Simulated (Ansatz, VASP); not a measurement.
# Pb: VASP beside Ansatz

```
Pb
1.0
     3.48000    0.00000    0.00000
    -1.74000    3.01377    0.00000
     0.00000    0.00000    5.59000
Pb
2
Direct
  0.45368 0.70060 0.25489
  0.66667 0.33333 0.75000
```

Change from the starting cell: one atom moved.

Alike in both runs: task single point; functional PBE; k mesh 12 × 12 × 8; occupations gaussian, width 0.1 eV; no spin polarisation.

|  | VASP | Ansatz |
| --- | --- | --- |
| version | VASP 6.6.1 | Ansatz 0.2.0 |
| potentials or method | VASP PAW PBE potentials, release 64 (Pb_d) | scalar-relativistic, plane waves, PAW |
| plane-wave cutoff (eV) | 520 | 420 |
| valence electrons in the cell | 28 | 28 |

|  | VASP | Ansatz | Ansatz less VASP |
| --- | --- | --- | --- |
| gap on the k mesh at the Fermi level (eV) | none | none | - |
| pressure (GPa) | 4.3 | 4.3 | +0.06 |
| largest component of the traceless stress (GPa) | 1.68 | 1.68 | +0.001 |
| rms of the force components (eV/Å) | 0.085 | 0.085 | -0.0002 |

Atom by atom the forces differ by 0.000 eV/Å (rms over components). A gap of «none» marks a metal or a gap that the smearing closes.

The runs have no spin-orbit coupling, so splittings on Pb are missing.
